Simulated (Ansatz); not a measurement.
Crystal: Al2O3.

```
Al O
1.0
     4.61378    0.00000    0.00000
     0.00000    9.56328    0.00000
     0.00000    0.00000    3.11986
Al O
4 6
Direct
  0.98298 0.82457 0.00000
  0.01702 0.17543 0.00000
  0.48297 0.67543 0.50000
  0.51702 0.32457 0.50000
  0.50000 0.50000 0.50000
  0.12363 0.75305 0.50000
  0.37637 0.25305 0.00000
  0.62364 0.74695 0.00000
  0.00000 0.00000 0.00000
  0.87636 0.24695 0.50000
```

Measurements of this composition are mostly on another form, of space group No. 167.

```yaml
Program: Ansatz 0.2.0
Task: relaxation of cell and atoms
Functional: BLYP
Potentials_or_basis: Ansatz PAW
Cutoff: "420 eV (not typed: the program's choice for these potentials)"
k_mesh: 6 × 3 × 9
Occupations: fermi-dirac, width 0.05 eV
Spin: no spin polarisation
```

At the start: volume 13.77 Å³/atom.

Question: How do energy, volume and symmetry change on relaxing?

Answer: It ends after 13 steps and the volume is 14.03 Å³/atom (+1.9 %); space group Pnnm (No. 58, to 0.05 Å).

Step by step:
| step | energy change (eV) | largest force (eV/Å) | volume (Å³) |
| --- | --- | --- | --- |
| 1 | 0.0000 | 0.2063 | 137.66 |
| 2 | -0.0853 | 0.1555 | 139.54 |
| 3 | -0.1591 | 0.1218 | 141.50 |
| 4 | -0.1851 | 0.2615 | 140.72 |
| 5 | -0.1978 | 0.0083 | 140.31 |
| 6 | -0.1995 | 0.0434 | 140.13 |
| 7 | -0.2009 | 0.0068 | 139.85 |
| 8 | -0.2007 | 0.0003 | 139.91 |
| 9 | -0.2156 | 0.0012 | 139.91 |
| 10 | -0.2152 | 0.0024 | 140.18 |
| 11 | -0.2163 | 0.0025 | 140.18 |
| 12 | -0.2159 | 0.0011 | 140.30 |
| 13 | -0.2163 | 0.0011 | 140.30 |

Final structure:
```
Al O
1.0
     4.74800    0.00000    0.00000
     0.00000    9.71574    0.00000
     0.00000    0.00000    3.04128
Al O
4 6
Direct
  0.06117 0.82890 0.00000
  0.93883 0.17110 0.00000
  0.56117 0.67110 0.50000
  0.43883 0.32890 0.50000
  0.50000 0.50000 0.50000
  0.23630 0.77142 0.50000
  0.26370 0.27142 0.00000
  0.73630 0.72858 0.00000
  0.00000 0.00000 0.00000
  0.76370 0.22858 0.50000
```

Caveat: the plane-wave basis is chosen anew once the cell has moved, so the energies of steps on either side of that aren't comparable; the pressure holds a Pulay correction of +0.6 GPa for the finite cutoff; the PAW data sets come from PBE, with cores solved anew for the run's functional, which leaves a small shift of forces and pressure.
